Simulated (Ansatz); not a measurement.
## Ga3Sb: energy along a strain

Ga3Sb, I4/mmm, a = 4.571 Å, c = 8.441 Å. The structure is a Materials Project entry; whether it is the stable form wasn't checked. Ansatz: PBE, PAW, 420 eV, Γ-centred 14×14×14 mesh on 4 atoms, Gaussian smearing 0.15 eV; no spin polarisation. Cell vectors (Å): -2.286 2.286 4.220; 2.286 -2.286 4.220; 2.286 2.286 -4.220. The cell is strained by x per cent times the pattern (0 0 0 0 0 1) in the order xx yy zz yz xz xy (engineering shears), with fractional coordinates held. y is the free energy over the start, V0 = 22.048 Å³/atom. Symmetry makes y even in x. Points with a strain past 8.5 % were computed too (2) and aren't used here.

```
x (%) y (meV/atom)
-5.00          2.10
 0.00          0.00
 1.25          0.12
 2.50          0.49
 3.75          1.15
 6.25             ?
 7.50          4.75
```

Task: Fit y = c2 x² + c4 x⁴ to the other rows, get the stiffness along the pattern, and predict the missing energy.

Result: Least squares on the rows shown. y = 0.08211 x² + 4.248×10⁻⁵ x⁴. The clamped-ion stiffness p·C·p = 2 × 0.8211 eV × 160.2 / 22.048 Å³ = 11.9 GPa, which is C66 in these axes. With a term in x⁶ added, the coefficient of x² becomes 0.07649, 7 % less, which shows how far this figure hangs on the form. At x = 6.25 the fit asked for gives 3.27 meV/atom. The run gave 3.31 meV/atom, so the fit is 0.04 meV/atom too low, a small miss on the scale of the series.

Cost: 9 runs of about 3.1 core-minutes in all, on AMD EPYC 9R45 (Zen 5) (shared hosts).

The energy rises at every strain shown, so this Ga3Sb cell resists shear in the basal plane, but only weakly. A C66 of 11.9 GPa is low beside the shear constants of zinc-blende GaSb, where directional tetrahedral bonds resist changes of angle. The gallium-rich composition cannot form that network throughout, and more delocalised, metallic bonding probably makes the angular restoring force small.

Holding the fractional coordinates should not inflate the stiffness: with four atoms in a primitive I4/mmm cell, no internal displacement couples linearly to xy shear. The softness therefore belongs to the lattice response itself.

Energy divided by strain squared grows from the smallest strains and then nearly levels off, a shape that a single positive quartic term cannot follow. This suggests that the stiffness at vanishing strain lies somewhat below the fitted value; strain-induced shifts of bands near the Fermi level are one possible cause, residual Brillouin-zone sampling error another. Positive curvature along this one path does not establish mechanical stability against other shears or phonons.
